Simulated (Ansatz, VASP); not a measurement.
# GaSb: VASP beside Ansatz

File INCAR:

```
PREC     = Accurate       # precision mode
ENCUT    = 520            # plane-wave cutoff, eV
EDIFF    = 1E-6           # SCF threshold, eV
ISMEAR   = 0              # smearing method
SIGMA    = 0.026000000000000002 # smearing width, eV
LREAL    = F              # projectors in reciprocal space
LASPH    = T              # aspherical terms in the spheres
NELM     = 60             # most SCF steps
ALGO     = Normal         # electronic algorithm
ISIF     = 2              # what is computed and relaxed
LWAVE    = F              # write WAVECAR
LCHARG   = F              # write CHGCAR
GGA      = PE             # functional
NBANDS   = 16             # bands
```

File KPOINTS:

```
regular mesh
0
Gamma
  8 8 8
```

POSCAR

```
GaSb
1.0
    0.0000000000      3.0590000000      3.0590000000
    3.0590000000      0.0000000000      3.0590000000
    3.0590000000      3.0590000000      0.0000000000
Sb Ga
1 1
Direct
    0.7500000000      0.7500000000      0.7500000000
    0.0000000000      0.0000000000      0.0000000000
```

Contents of input.yaml:

```yaml
crystal:
  lattice:
    - [0.0, 3.059, 3.059]
    - [3.059, 0.0, 3.059]
    - [3.059, 3.059, 0.0]
  atoms:
    - { symbol: Sb, position: [0.75, 0.75, 0.75] }
    - { symbol: Ga, position: [0.0, 0.0, 0.0] }
hamiltonian:
  xc: pbe
  pseudopotentials: { kind: paw }
kpoints:
  mp_grid: { grid: [8, 8, 8] }
scf:
  occupations: { method: gaussian, width: 0.026 }
output:
  forces: true
  stress: true
  eigenvalues: true
```

Alike in both runs: task single point; functional PBE; k mesh 8 × 8 × 8; occupations gaussian, width 0.026 eV; no spin polarisation.

|  | VASP | Ansatz |
| --- | --- | --- |
| version | VASP 6.6.1 | Ansatz 0.2.0 |
| potentials or method | VASP PAW PBE potentials, release 64 (Sb, Ga_d) | Ansatz PAW |
| plane-wave cutoff (eV) | 520 | 420 |
| valence electrons in the cell | 18 | 28 |

Ansatz gave:

* gap on the k mesh at the Fermi level (eV): 0.03
* least direct gap on the mesh (eV): 0.03
* pressure (GPa): 2.3

**Question.** Estimate VASP's values.

**Answer.** gap on the k mesh at the Fermi level (eV): 0.04; least direct gap on the mesh (eV): 0.04; pressure (GPa): 2.4.

The two sets of potentials don't hold the same shells in valence.

Caveats: spin-orbit coupling is left out, which moves the levels of the heavy elements. A k mesh can miss the band edges. A hybrid or GW would open this gap; PBE tends to underestimate it.
